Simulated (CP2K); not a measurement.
# TePb (Fm-3m) in CP2K: notebook

One crystal, TePb, is run at these levels: r2SCAN, TB-mBJ; tasks: band structure.

Everything below comes from runs of CP2K 2026.2. Logs are shortened: lines on timing, memory, paths and dates and some standing lists are left out, and cuts for length are marked.

**Measured values to compare with.**

From a printed reference work, monograph, for a bulk crystal of TePb at 4.2 K: band gap 0.19 eV (direct).

The results are compared with them further down.

## (1) The structure

It takes space group Fm-3m (No. 225, cubic). Conventional cell: a = 6.462 Å, b = 6.462 Å, c = 6.462 Å, α = 90.00°, β = 90.00°, γ = 90.00°. Pb (site symmetry m-3m) is surrounded by 6 Te at 3.23 Å. Te (site symmetry m-3m) has 6 Pb at 3.23 Å as nearest neighbours.

## (2) Band structure, r2SCAN

The input, tepb_bands.inp:

```
&GLOBAL
  PROJECT tepb_bands
  RUN_TYPE ENERGY_FORCE
  PRINT_LEVEL LOW
&END GLOBAL
&FORCE_EVAL
  METHOD QS
  STRESS_TENSOR ANALYTICAL
  &DFT
    BASIS_SET_FILE_NAME BASIS_MOLOPT_UZH
    POTENTIAL_FILE_NAME POTENTIAL_UZH
    &MGRID
      CUTOFF 675
      REL_CUTOFF 60
      NGRIDS 4
    &END MGRID
    &QS
      METHOD GPW
      EPS_DEFAULT 1.0E-10
    &END QS
    &KPOINTS
      SCHEME MONKHORST-PACK 7 7 7
      GAMMA_CENTERED T
      SYMMETRY T
      SYMMETRY_BACKEND SPGLIB
    &END KPOINTS
    &SCF
      SCF_GUESS ATOMIC
      EPS_SCF 1.0E-6
      MAX_SCF 100
      ADDED_MOS 10
      CHOLESKY OFF
      EPS_EIGVAL 1.0E-7
      &DIAGONALIZATION ON
        ALGORITHM STANDARD
      &END DIAGONALIZATION
      &MIXING ON
        METHOD BROYDEN_MIXING
        ALPHA 0.4
        BETA 1.5
        NBUFFER 8
      &END MIXING
      &SMEAR ON
        METHOD FERMI_DIRAC
        ELECTRONIC_TEMPERATURE 580.23
      &END SMEAR
    &END SCF
    &XC
      &XC_FUNCTIONAL
        &MGGA_X_R2SCAN
        &END MGGA_X_R2SCAN
        &MGGA_C_R2SCAN
        &END MGGA_C_R2SCAN
      &END XC_FUNCTIONAL
    &END XC
    &PRINT
      &KPOINTS ON
      &END KPOINTS
      &MULLIKEN ON
      &END MULLIKEN
      &MO ON
        ENERGIES T
        OCCUPATION_NUMBERS T
        &EACH
          QS_SCF 0
        &END EACH
        ADD_LAST NUMERIC
      &END MO
      &BAND_STRUCTURE
        FILE_NAME bands.bs
        ADDED_MOS 4
        &KPOINT_SET
          UNITS B_VECTOR
          NPOINTS 10
          SPECIAL_POINT GAMMA 0.00000000 0.00000000 0.00000000
          SPECIAL_POINT X 0.50000000 0.00000000 0.50000000
          SPECIAL_POINT W 0.50000000 0.25000000 0.75000000
          SPECIAL_POINT K 0.37500000 0.37500000 0.75000000
          SPECIAL_POINT GAMMA 0.00000000 0.00000000 0.00000000
          SPECIAL_POINT L 0.50000000 0.50000000 0.50000000
          SPECIAL_POINT U 0.62500000 0.25000000 0.62500000
          SPECIAL_POINT W 0.50000000 0.25000000 0.75000000
          SPECIAL_POINT L 0.50000000 0.50000000 0.50000000
          SPECIAL_POINT K 0.37500000 0.37500000 0.75000000
        &END KPOINT_SET
        &KPOINT_SET
          UNITS B_VECTOR
          NPOINTS 10
          SPECIAL_POINT U 0.62500000 0.25000000 0.62500000
          SPECIAL_POINT X 0.50000000 0.00000000 0.50000000
        &END KPOINT_SET
      &END BAND_STRUCTURE
    &END PRINT
  &END DFT
  &SUBSYS
    &CELL
      ABC 4.5693240200 4.5693240200 4.5693240200
      ALPHA_BETA_GAMMA 60.0000000000 60.0000000002 60.0000000004
      PERIODIC XYZ
    &END CELL
    &COORD
      SCALED
      Pb  0.0000000000 0.0000000000 0.0000000000
      Te  0.5000000000 0.5000000000 0.5000000000
    &END COORD
    &KIND Pb
      BASIS_SET TZVP-MOLOPT-SCAN-GTH-q4
      POTENTIAL GTH-SCAN-q4
    &END KIND
    &KIND Te
      BASIS_SET TZVP-MOLOPT-SCAN-GTH-q6
      POTENTIAL GTH-SCAN-q6
    &END KIND
    &PRINT
      &ATOMIC_COORDINATES ON
      &END ATOMIC_COORDINATES
      &CELL ON
      &END CELL
    &END PRINT
  &END SUBSYS
  &PRINT
    &FORCES ON
    &END FORCES
    &STRESS_TENSOR ON
    &END STRESS_TENSOR
  &END PRINT
&END FORCE_EVAL
```

Potentials or basis: POTENTIAL_UZH Pb GTH-SCAN-q4, Te GTH-SCAN-q6; TZVP-MOLOPT-SCAN-GTH basis.

Command:

```sh
OMP_NUM_THREADS=1 cp2k.psmp -i tepb_bands.inp -o tepb_bands.out
```

tepb_bands.out:

```text

 CP2K| version string:                                       CP2K version 2026.2
 CP2K| Input file name                                            tepb_bands.inp

 GLOBAL| Force Environment number                                              1
 GLOBAL| Basis set file name                                    BASIS_MOLOPT_UZH
 GLOBAL| Potential file name                                       POTENTIAL_UZH
 GLOBAL| MM Potential file name                                     MM_POTENTIAL
 GLOBAL| Coordinate file name                                      __STD_INPUT__
 GLOBAL| Method name                                                        CP2K
 GLOBAL| Project name                                                 tepb_bands
 GLOBAL| Run type                                                   ENERGY_FORCE
 GLOBAL| FFT library                                                       FFTW3
[... 6 lines left out ...]
 GLOBAL| Total number of message passing processes                             1
 GLOBAL| Number of threads for this process                                    1
 GLOBAL| CPU model name                                                  UNKNOWN

 CELL| Volume [angstrom^3]:                                            67.459151
 CELL| Vector a [angstrom]:       4.569     0.000     0.000   |a| =     4.569324
 CELL| Vector b [angstrom]:       2.285     3.957     0.000   |b| =     4.569324
 CELL| Vector c [angstrom]:       2.285     1.319     3.731   |c| =     4.569324
 CELL| Angle (b,c), alpha [degree]:                                    60.000000
 CELL| Angle (a,c), beta  [degree]:                                    60.000000
 CELL| Angle (a,b), gamma [degree]:                                    60.000000
 CELL| Numerically orthorhombic:                                              NO
 CELL| Periodicity                                                           XYZ

 CELL_REF| Volume [angstrom^3]:                                        67.459151
 CELL_REF| Vector a [angstrom     4.569     0.000     0.000   |a| =     4.569324
 CELL_REF| Vector b [angstrom     2.285     3.957     0.000   |b| =     4.569324
 CELL_REF| Vector c [angstrom     2.285     1.319     3.731   |c| =     4.569324
 CELL_REF| Angle (b,c), alpha [degree]:                                60.000000
 CELL_REF| Angle (a,c), beta  [degree]:                                60.000000
 CELL_REF| Angle (a,b), gamma [degree]:                                60.000000
 CELL_REF| Numerically orthorhombic:                                          NO
 CELL_REF| Periodicity                                                       XYZ
[... 10 lines left out ...]

  Total number of            - Atomic kinds:                                   2
                             - Atoms:                                          2
                             - Shell sets:                                     2
                             - Shells:                                        14
                             - Primitive Cartesian functions:                  8
                             - Cartesian basis functions:                     36
                             - Spherical basis functions:                     34

  Maximum angular momentum of- Orbital basis functions:                        2
                             - Local part of the GTH pseudopotential:          0
                             - Non-local part of the GTH pseudopotential:      4

 MODULE QUICKSTEP: ATOMIC COORDINATES IN ANGSTROM

   Atom Kind Element         X             Y             Z       Z(eff)     Mass
      1    1 Pb   82      0.000000      0.000000      0.000000   4.0000 207.2000
      2    2 Te   52      4.569324      2.638100      1.865419   6.0000 127.6000

 SCF PARAMETERS         Density guess:                                    ATOMIC
                        --------------------------------------------------------
                        max_scf:                                             100
[... 7 lines left out ...]
                        --------------------------------------------------------
                        level_shift [a.u.]:                             0.000000
                        added MOs                                        10    0
                        --------------------------------------------------------
                        Mixing method:                            BROYDEN_MIXING
                                                charge density mixing in g-space
                        --------------------------------------------------------
                        Smear method:                                FERMI_DIRAC
                        Electronic temperature [K]:                        580.2
[... 53 lines left out ...]
     1 NoMix/Diag. 0.40E+00    1.1     0.43492738       -11.8366951988 -1.18E+01
     2 Broy./Diag. 0.40E+00    1.5     0.02364547       -11.7699561286  6.67E-02
     3 Broy./Diag. 0.40E+00    1.5     0.08308732       -11.7889389995 -1.90E-02
     4 Broy./Diag. 0.40E+00    1.5     0.01220606       -11.8755237084 -8.66E-02
     5 Broy./Diag. 0.40E+00    1.5     0.01128866       -11.8440430162  3.15E-02
     6 Broy./Diag. 0.40E+00    1.5     0.00053760       -11.8430966000  9.46E-04
     7 Broy./Diag. 0.40E+00    1.5     0.00100958       -11.8384852842  4.61E-03
     8 Broy./Diag. 0.40E+00    1.5     0.00109635       -11.8381386906  3.47E-04
     9 Broy./Diag. 0.40E+00    1.6     0.00031979       -11.8375825363  5.56E-04
    10 Broy./Diag. 0.40E+00    1.6     0.00009856       -11.8376158773 -3.33E-05
    11 Broy./Diag. 0.40E+00    1.6     0.00002735       -11.8377292124 -1.13E-04
    12 Broy./Diag. 0.40E+00    1.6     0.00001354       -11.8378188997 -8.97E-05
    13 Broy./Diag. 0.40E+00    1.6     0.00000189       -11.8378430739 -2.42E-05
    14 Broy./Diag. 0.40E+00    1.6     0.00000186       -11.8378526225 -9.55E-06
    15 Broy./Diag. 0.40E+00    1.6     0.00000031       -11.8378534162 -7.94E-07

  *** SCF run converged in    15 steps ***

  Electronic density on regular grids:        -10.0000000000        0.0000000000
  Core density on regular grids:                9.9999999962       -0.0000000038
  Total charge density on r-space grids:       -0.0000000037
  Total charge density g-space grids:          -0.0000000037

  Overlap energy of the core charge distribution:               0.00000000001756
  Self energy of the core charge distribution:                -24.88815588575553
  Core Hamiltonian energy:                                      5.02727595036325
  Hartree energy:                                              10.83165162100804
  Exchange-correlation energy:                                 -2.80862506735902
  Electronic entropic energy:                                  -0.00000003446067
  Fermi energy:                                                 0.14601820266232

  Total energy:                                               -11.83785341618632
  Total energy (extrapolated to T->0):                        -11.83785339895599

 MO| EIGENVALUES AND OCCUPATION NUMBERS FOR K POINT 1
 MO|
 MO|  Index      Eigenvalue [a.u.]        Eigenvalue [eV]             Occupation
 MO|      1              -0.285496              -7.768743               2.000000
 MO|      2              -0.196148              -5.337453               2.000000
 MO|      3               0.086773               2.361214               2.000000
 MO|      4               0.086773               2.361220               2.000000
 MO|      5               0.125562               3.416714               1.999971
 MO|      6               0.166397               4.527891               0.000031
 MO|      7               0.174729               4.754615               0.000000
 MO|      8               0.174729               4.754616               0.000000
 MO|      9               0.475770              12.946351               0.000000
 MO|     10               0.535468              14.570838               0.000000
 MO|     11               0.535469              14.570855               0.000000
 MO|     12               0.565040              15.375518               0.000000
 MO|     13               0.661213              17.992530               0.000000
[... 268 lines left out ...]
 MO|      4               0.078870               2.146149               2.000000
 MO|      5               0.106365               2.894351               2.000000
 MO|      6               0.202382               5.507100               0.000000
 MO|      7               0.206949               5.631355               0.000000
 MO|      8               0.206949               5.631357               0.000000
 MO|      9               0.413678              11.256752               0.000000
 MO|     10               0.444433              12.093645               0.000000
 MO|     11               0.444434              12.093653               0.000000
 MO|     12               0.578867              15.751785               0.000000
 MO|     13               0.613717              16.700088               0.000000
 MO|     14               0.613718              16.700118               0.000000
 MO|     15               0.769513              20.939524               0.000000
 MO| Sum:                                                              10.000000
 MO| E(Fermi):            0.146018 a.u.          3.973357 eV

 [... the levels of further k-points ...]

 !-----------------------------------------------------------------------------!
                     Mulliken Population Analysis

 #  Atom  Element  Kind  Atomic population                           Net charge
       1     Pb       1          3.526737                              0.473263
       2     Te       2          6.473263                             -0.473263
 # Total charge                             10.000000                  0.000000

 !-----------------------------------------------------------------------------!

 KPOINTS| Band Structure Calculation
 KPOINTS| Number of k-point sets                                               2
 KPOINTS| Number of added MOs/bands                                            4
 KPOINTS| Number of k-points in set    1                                      91
 KPOINTS| In units of b-vector [2pi/Bohr]
 KPOINTS| Special point     1       GAMMA     0.000000     0.000000     0.000000
 KPOINTS| Special point     2           X     0.500000     0.000000     0.500000
 KPOINTS| Special point     3           W     0.500000     0.250000     0.750000
 KPOINTS| Special point     4           K     0.375000     0.375000     0.750000
 KPOINTS| Special point     5       GAMMA     0.000000     0.000000     0.000000
 KPOINTS| Special point     6           L     0.500000     0.500000     0.500000
 KPOINTS| Special point     7           U     0.625000     0.250000     0.625000
 KPOINTS| Special point     8           W     0.500000     0.250000     0.750000
 KPOINTS| Special point     9           L     0.500000     0.500000     0.500000
 KPOINTS| Special point    10           K     0.375000     0.375000     0.750000
 KPOINTS| Number of k-points in set    2                                      11
 KPOINTS| In units of b-vector [2pi/Bohr]
 KPOINTS| Special point     1           U     0.625000     0.250000     0.625000
 KPOINTS| Special point     2           X     0.500000     0.000000     0.500000

 ENERGY| Total FORCE_EVAL ( QS ) energy [hartree]            -11.837853308642176

 FORCES| Atomic forces [hartree/bohr]
 FORCES|   Atom     x               y               z               |f|
 FORCES|      1 -4.43579386E-16 -5.61193139E-16  9.36860412E-16   1.17873146E-15
 FORCES|      2 -1.43537384E-13 -8.60077083E-14 -1.22653561E-13   2.07470968E-13
 FORCES| Sum    -1.43980964E-13 -8.65689014E-14 -1.21716701E-13
 FORCES| Total atomic force                                       2.07459991E-13

 STRESS| Analytical stress tensor [bar]
 STRESS|                        x                   y                   z
 STRESS|      x        4.10114685160E+03   9.36468229090E-04  -7.14482482206E-04
 STRESS|      y        9.36468229090E-04   4.10274605456E+03  -4.74043301302E-01
 STRESS|      z       -7.14482482206E-04  -4.74043301302E-01   4.10296824923E+03
 STRESS| 1/3 Trace                                             4.10228705180E+03
 STRESS| Determinant                                           6.90363953982E+10

 STRESS| Eigenvectors and eigenvalues of the analytical stress tensor [bar]
 STRESS|                        1                   2                   3
 STRESS| Eigenvalues   4.10114685094E+03   4.10237026423E+03   4.10334404023E+03
 STRESS|      x           0.999999836916      0.000237044681     -0.000519593973
 STRESS|      y          -0.000508538070      0.783638288250     -0.621217171831
 STRESS|      z           0.000259917505      0.621217334754      0.783638280997
```

It took 29 s on 1 thread of Arm Neoverse V1, shared host; peak memory 0.41 GiB.

Results:

- Free energy: -322.1244 eV
- Pressure: 0.4 GPa
- Band gap along the path: 0.79 eV, direct
- Mulliken charges: Pb +0.47; Te -0.47 e

Levels at the corners of the path, in eV from the Fermi level:
```csv
point,band 1,band 2,band 3,band 4,band 5,band 6,band 7,band 8,band 9,band 10
Γ,-13.11,-6.25,-2.04,-2.04,-2.04,3.78,3.78,3.78,6.14,6.14
X,-11.41,-8.14,-5.32,-3.56,-3.56,3.35,5.24,5.24,6.49,10.56
W,-11.22,-8.89,-4.58,-4.58,-0.94,1.12,5.28,5.28,7.21,7.21
K,-11.29,-8.87,-4.93,-3.05,-2.77,3.33,3.36,5.43,5.81,9.98
Γ,-13.11,-6.25,-2.04,-2.04,-2.04,3.78,3.78,3.78,6.14,6.14
L,-11.59,-9.53,-1.57,-1.57,-0.43,0.36,0.65,0.65,9.62,10.82
U,-11.29,-8.87,-4.93,-3.05,-2.77,3.33,3.36,5.43,5.81,9.98
W,-11.22,-8.89,-4.58,-4.58,-0.94,1.12,5.28,5.28,7.21,7.21
L,-11.59,-9.53,-1.57,-1.57,-0.43,0.36,0.65,0.65,9.62,10.82
K,-11.29,-8.87,-4.93,-3.05,-2.77,3.33,3.36,5.43,5.81,9.98
U,-11.29,-8.87,-4.93,-3.05,-2.77,3.33,3.36,5.43,5.81,9.98
X,-11.41,-8.14,-5.32,-3.56,-3.56,3.35,5.24,5.24,6.49,10.56
```

Caveat: Mulliken charges move with the basis; this odd mesh misses L, where the gap lies, so gap, dielectric constants and Born charges aren't listed; spin-orbit coupling is left out, which moves the levels of the heavy elements; the basis of atomic orbitals isn't converged, which shifts pressures, moduli and gaps.

[end of part 1 of 2]
